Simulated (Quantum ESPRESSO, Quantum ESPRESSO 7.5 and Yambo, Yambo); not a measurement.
**Converging GW for SiC (Moissanite) in Yambo**

Aim: raise bands and screening cutoff together for SiC (Moissanite) and follow gap and time.

Main program and level: Quantum ESPRESSO 7.5 and Yambo 5.3.0; PBE and many-body steps on it, plane waves.

## Step 1: The structure

It takes space group P6_3mc (No. 186, hexagonal). Conventional cell: a = 3.076 Å, b = 3.076 Å, c = 5.048 Å, α = 90.00°, β = 90.00°, γ = 120.00°. Nearest to Si lie 4 C at 1.88 to 1.90 Å. Nearest to C lie 4 Si at 1.88 to 1.90 Å. Farther neighbours are not listed.

Geometry: measured (diffraction); atoms relaxed with PBE. The runs that relaxed it are not among those shown.

## Step 2: Empty states on the mesh, 3×3×4 mesh, 496 bands

This step: Quantum ESPRESSO 7.5; DFT, PBE, plane waves, norm-conserving pseudopotentials.

The sums over transitions need many empty states on a uniform mesh; this step solves for them.

The input, pw.in:

```
&control
  calculation = 'nscf'
  prefix = 'x'
  outdir = 'o'
  pseudo_dir = 'pseudo'
/
&system
  ibrav = 0
  nat = 4
  ntyp = 2
  ecutwfc = 74.0
  nbnd = 496
  force_symmorphic = .true.
/
&electrons
  conv_thr = 1e-9
  electron_maxstep = 80
  diago_full_acc = .true.
  diago_thr_init = 5e-6
/
ATOMIC_SPECIES
  Si 28.085 Si.upf
  C 12.011 C.upf
CELL_PARAMETERS angstrom
  3.0760000000 0.0000000000 0.0000000000
  -1.5380000000 2.6638941420 0.0000000000
  0.0000000000 0.0000000000 5.0480000000
ATOMIC_POSITIONS crystal
  Si 0.3333333333 0.6666666667 0.0045619064
  Si 0.6666666667 0.3333333333 0.5045619064
  C 0.3333333333 0.6666666667 0.3804380937
  C 0.6666666667 0.3333333333 0.8804380937
K_POINTS automatic
  3 3 4 0 0 0
```

Launch:

```
> OMP_NUM_THREADS=1 mpirun -n 4 pw.x -nk 4 -in pw.in > pw.out
```

Output:

```text
Program PWSCF v.7.5 starts

     This program is part of the open-source Quantum ESPRESSO suite
     for quantum simulation of materials; please cite
         "P. Giannozzi et al., J. Phys.:Condens. Matter 21 395502 (2009);
         "P. Giannozzi et al., J. Phys.:Condens. Matter 29 465901 (2017);
         "P. Giannozzi et al., J. Chem. Phys. 152 154105 (2020);
     in publications or presentations arising from this work. More details at

     Atomic positions and unit cell read from directory:
     o/x.save/

     Message from routine setup:
[...]
k = 0.0000 0.0000-0.3047 (  2978 PWs)   bands (ev):

[...]
[... 50 further rows ...]
   284.3124 284.3124 284.3453 284.3453 284.3453 284.3453 284.7996 284.7996
   284.7996 284.7996 285.2865 285.2865 286.8900 286.8900 292.8739 292.8739

          k = 0.0000 0.3849 0.0000 (  3004 PWs)   bands (ev):

     [... further k-points ...]

     highest occupied, lowest unoccupied level (ev):     9.6509   11.9339

     XML data file, pseudopotentials, collected wavefunctions

=------------------------------------------------------------------------------=
   JOB DONE.
=------------------------------------------------------------------------------=
```

Wall time 84 s (4 MPI ranks of Arm Neoverse V1, shared host); peak memory 0.82 GiB.

Numbers from this step:

```yaml
gap: 2.283 eV
k_of_the_valence_top: 0, 0, 0
k_of_the_conduction_bottom: 0.3333, 0.3333, 0
least_direct_gap: 4.286 eV
k_points_computed: 10
lowest_point_of_the_top_converged_band_above_the_valence_top: 278.2527 eV
```

On this mesh the gap is 2.283 eV.

The density comes from a self-consistent run that is not shown.

## Step 3: Conversion and set-up

This step: Yambo 5.3.0; conversion and set-up on PBE, plane waves, norm-conserving pseudopotentials.

The states are converted to the many-body program's format and the q mesh is built.

Launch:

```
> (cd o/x.save; p2y > p2y.log; mv SAVE ../..); yambo > setup.log
```

Output:

```text
 Yambo, version 5.3.0

 [02] CORE Variables Setup
 =========================

  [02.01] Unit cells
  ==================

  Cell kind             :  HCP
  Atoms in the cell     :  Si  C
  number of Si atoms    :  2
  number of C  atoms    :  2

  List of atomic masses
  Mass of Si    :  28.08500
  Mass of C     :  12.01100

  List of atomic coordinates    : [cc]
  Si1       : -0.29064E-09   3.3560      0.43518E-01  order 1
  Si2       :  2.906399  1.678010  4.813186  order 2
  C1       : -0.29064E-09   3.3560       3.6291      order 3
[...]
IBZ Q-points                                      :  10
 BZ  Q-points                                      :   36

 K/Q-points units:
 rlu = crystal or reduced units; cc = cartesian coordinates; iku = interal k-units

 Q [ 1]         [rlu]:  0.000000  0.000000  0.000000
 Q [ 2]         [rlu]:  0.000000  0.000000  0.250000
 Q [ 3]         [rlu]:  0.000000  0.000000 -0.500000
[...]
Q [ 8]         [rlu]:  0.333333  0.333333  0.250000
 Q [ 9]         [rlu]:  0.333333  0.333333 -0.500000
 Q [10]         [rlu]: -0.10530E-16 -0.33333      0.25000

  [03.01] X indexes
  =================

   [03.01.01] Sigma indexes
   ========================

 [06] Game Over & Game summary
```

It took 2.1 s on 1 MPI rank; peak memory 0.23 GiB.

## Step 4: 69 bands, 122.5 eV

Now the one-shot GW correction: screening in the RPA, then the self-energy of the levels asked for.

This step: G0W0 on PBE, plane waves, norm-conserving pseudopotentials.

The input, gw1.in:

```
HF_and_locXC
gw0
dyson
ppa
em1d
rim_cut
RandQpts= 1000000
RandGvec= 1 RL
EXXRLvcs= 74 Ry
VXCRLvcs= 296 Ry
Chimod= "HARTREE"
% BndsRnXp
 1 | 69 |
%
NGsBlkXp= 9 Ry
% LongDrXp
 1 | 1 | 1 |
%
% GbndRnge
 1 | 69 |
%
DysSolver= "n"
ExtendOut
PPAPntXp= 27.21138 eV
% QPkrange
 1 | 1 | 7 | 10 |
 7 | 7 | 7 | 10 |
 4 | 4 | 7 | 10 |
%
```

Launch:

```
> OMP_NUM_THREADS=1 mpirun -n 4 yambo -F gw1.in -J gw1 -C gw1 > gw1.log
```

Output:

```text
 Yambo, version 5.3.0

 [02] CORE Variables Setup
 =========================

  [... cell, symmetries and grids as in the set-up ...]

  [02.05] Energies & Occupations
  ==============================

  [X] === General ===
  [X] Electronic Temperature                        :  0.000000  0.000000 [eV K]
  [X] Bosonic    Temperature                        :  0.000000  0.000000 [eV K]
  [X] Finite Temperature mode                       : no
  [X] El. density                                   :  0.38681E+24 [cm-3]
  [X] Fermi Level                                   :  9.650849 [eV]

  [X] === Gaps and Widths ===
  [X] Conduction Band Min                           :  2.283037 [eV]
  [X] Valence Band Max                              :  0.000000 [eV]
  [X] Filled Bands                                  :   8
  [X] Empty Bands                                   :     9   496
  [X] Direct Gap                                    :  4.286464 [eV]
  [X] Direct Gap localized at k                     :   4
  [X] Indirect Gap                                  :  2.283037 [eV]
  [X] Indirect Gap between kpts                     :   1   7
  [X] Last valence band width                       :  3.832875 [eV]
  [X] 1st conduction band width                     :  3.608972 [eV]

 [03] Transferred momenta grid and indexing
 ==========================================

 IBZ Q-points                                      :  10
 BZ  Q-points                                      :   36

 K/Q-points units:
 rlu = crystal or reduced units; cc = cartesian coordinates; iku = interal k-units

 Q [ 1]         [rlu]:  0.000000  0.000000  0.000000
 Q [ 2]         [rlu]:  0.000000  0.000000  0.250000
 Q [ 3]         [rlu]:  0.000000  0.000000 -0.500000
 Q [ 4]         [rlu]:  0.10530E-16  0.33333       0.0000
 Q [ 5]         [rlu]:  0.10530E-16  0.33333      0.25000
 Q [ 6]         [rlu]:  0.10530E-16  0.33333     -0.50000
 Q [ 7]         [rlu]:  0.333333  0.333333  0.000000
 Q [ 8]         [rlu]:  0.333333  0.333333  0.250000
 Q [ 9]         [rlu]:  0.333333  0.333333 -0.500000
 Q [10]         [rlu]: -0.10530E-16 -0.33333      0.25000

 [04] Coloumb potential Random Integration (RIM)
 ===============================================

  [04.01] RIM initialization
  ==========================

  * Diagonal components only detected *

  8 x (sBL volume)        :  0.197473 [a.u.]
  sBZ random points       :  1000000
  Points outside the sBZ  :   7980387
  RL volume               :  0.888629 [a.u.]
  Integrated volume       :  0.890813 [a.u.]

  [04.02] RIM integrals
  =====================

  Gamma point sphere radius             :  0.105630 [a.u.]
  Points outside the sphere             :   813512
  [Int_sBZ(q=0) 1/q^2]*(Vol_sBZ)^(-1/3) =:  7.220721
                                 should be <:  7.795600

  Summary of Coulomb integrals for non-metallic bands |Q|[au] RIM/Bare

  Q [1] 0.100000E-4 0.926256 * Q [2] 0.164665 0.633513
  Q [3] 0.329330 0.866147 * Q [4] 0.416047 1.148303
  Q [5] 0.447448 1.092121 * Q [10] 0.447448 1.090956
  Q [6] 0.530616 1.026046 * Q [7] 0.720615 1.047175
  Q [8] 0.739189 1.040740 * Q [9] 0.792303 1.027473

 [WARNING] [Xp] User bands 1-69 break level degeneracy

 [05] Dipoles
 ============

  [05.01] Setup: observables and procedures
  =========================================

  [WARNING] [x,Vnl] slows the Dipoles computation. To neglect it rename the ns.kb_pp file

 [06] Dynamic Dielectric Matrix (PPA)
 ====================================

 [WR./gw1//ndb.pp]---------------------------------------------------------------
  Brillouin Zone Q/K grids (IBZ/BZ)                :   10   36   10   36
  RL vectors                                       :   3863 [WF]
  Coulomb cutoff potential                         : none
  Electronic Temperature                           :  0.000000 [K]
  Bosonic    Temperature                           :  0.000000 [K]
  PPA    diel. fun.  energies                      : Perdew, Burke & Ernzerhof(X)+Perdew, Burke & Ernzerhof(C)
  wavefunctions                                    : Perdew, Burke & Ernzerhof(X)+Perdew, Burke & Ernzerhof(C)
  Global Gauge                                     : length
  X matrix size                                    :  147
  X band range                                     :    1   69
  X e/h energy range                               : -1.000000 -1.000000 [eV]
  X Time ordering                                  : R
  X Hxc Kernel                                     : HARTREE
  X Drude frequency                                :  0.000000  0.000000
  X poles                                          :  100.0000 [o/o]
  RL vectors in the sum                            :   3863
  [r,Vnl] included                                 : yes
  Field direction                                  :  0.577350E-5  0.577350E-5  0.577350E-5
  BZ energy Double Grid                            : no
  BZ energy DbGd points                            : 0
  BZ Q point size factor                           : -1.000000
  X Optical Averaged directions                    : none

 [07] Local Exchange-Correlation + Non-Local Fock
 ================================================

 [VXC] Plane waves :  23969
 [EXS] Plane waves :  3009

 QP @ state[ 1 ] K range:  1  1
 QP @ state[ 1 ] b range:   7  10
 QP @ state[ 2 ] K range:   4   4
 QP @ state[ 2 ] b range:   7  10
 QP @ state[ 3 ] K range:   7   7
 QP @ state[ 3 ] b range:   7  10

 [xc] Functional : Perdew, Burke & Ernzerhof(X)+Perdew, Burke & Ernzerhof(C)
 [xc] LIBXC used to calculate xc functional
  PP Number of Atomic Species                      :  2
  NLCC RL compoments                               :  23969
  PP Number of Atomic Species                      :  2
  NLCC RL compoments                               :  23969

 [xc] E_xc :  -6.119829 [Ha]
      E_xc :  -12.23966 [Ry]

  Local XC kind (lXC) : Perdew, Burke & Ernzerhof(X)+Perdew, Burke & Ernzerhof(C)
  Non-Local XC kind (nlXC) : Hartree-Fock

  Corrections @ K [1] :  [eV]
 <7|nlXC|7> = -17.88872 -0.78240E-17 <7|lXC|7> = -15.06937 -0.18882E-15
 <8|nlXC|8> = -17.88813  0.15773E-16 <8|lXC|8> = -15.06937  0.18882E-15
 <9|nlXC|9> = -6.641639 -0.38327E-17 <9|lXC|9> = -12.10368  0.000000
 <10|nlXC|10> = -7.141519 -0.40121E-17 <10|lXC|10> = -12.78151  0.37763E-15

  Corrections @ K [4] :  [eV]
 <7|nlXC|7> = -16.71616  0.48470E-19 <7|lXC|7> = -13.76423  0.94408E-16
 <8|nlXC|8> = -17.80459 -0.91047E-17 <8|lXC|8> = -14.65947 -0.37763E-15
[...]
Corrections @ K [7] :  [eV]
[...]
<8|nlXC|8> = -16.97495  0.80779E-17 <8|lXC|8> = -13.14519 -0.47204E-16
 <9|nlXC|9> = -5.490164 -0.53753E-18 <9|lXC|9> = -9.853741  0.000000
 <10|nlXC|10> = -6.330252  0.24215E-17 <10|lXC|10> = -12.28319 -0.47204E-16

 [08] Dyson equation: Newton solver
 ==================================

  [08.01] G0W0 (W PPA)
  ====================

  [  GW  ] Bands range     :    1   69
  [GW/PPA] G damping       :  0.100000 [eV]

  QP @ state[ 1 ] K range:  1  1
  QP @ state[ 1 ] b range:   7  10
  QP @ state[ 2 ] K range:   4   4
  QP @ state[ 2 ] b range:   7  10
  QP @ state[ 3 ] K range:   7   7
  QP @ state[ 3 ] b range:   7  10

   Sc/G bands                                       :    1   69
   Sc/G damping                                     :  0.100000 ev
   Sc bands terminator                              : no
   Sx RL components                                 :  3009

   QP @ state[ 1 ] K range                          :  1  1
   QP @ state[ 1 ] b range                          :   7  10
   QP @ state[ 2 ] K range                          :   4   4
   QP @ state[ 2 ] b range                          :   7  10
   QP @ state[ 3 ] K range                          :   7   7
   QP @ state[ 3 ] b range                          :   7  10
   GF energies kind                                 : Perdew, Burke & Ernzerhof(X)+Perdew, Burke & Ernzerhof(C)
   GF WF`s kind                                     : Perdew, Burke & Ernzerhof(X)+Perdew, Burke & Ernzerhof(C)
   Xs energies kind                                 : Perdew, Burke & Ernzerhof(X)+Perdew, Burke & Ernzerhof(C)
   Xs WF`s kind                                     : Perdew, Burke & Ernzerhof(X)+Perdew, Burke & Ernzerhof(C)

 [11] Game Over & Game summary
```

Run time: 20 s. Hardware: 4 MPI ranks; peak memory 1.3 GiB.

Numbers from this step:

```yaml
g0w0_gap_on_the_points_computed: 2.819 eV
starting_gap_on_the_mesh: 2.283 eV
k_of_the_valence_top: 0, 0, 0
k_of_the_conduction_bottom: 0.3333, 0.3333, 0
least_direct_g0w0_gap_on_the_computed_points: 5.101 eV
z_at_the_valence_top: 0.7986
z_at_the_conduction_bottom: 0.8289
```

The gap on the mesh goes from 2.28 eV to 2.82 eV, a correction of +0.54 eV.

(Part 1 of 2 ends here.)

[Paths, hosts, dates, memory and timing lines, banners, echoed tables and standing remarks are left out of the program output.]

[Logs are printed without paths, hosts, clocks, repeated set-up lines and the standing remarks that a program may print on its own settings, such as how far it seeks lower states.]

[Runs of the session that timed out or met a known fault of the program may be left out.]

[Hosts, paths, dates, database ids (printed as entryN), source tags and the programs' standing remarks are cut or masked in the printed files.]
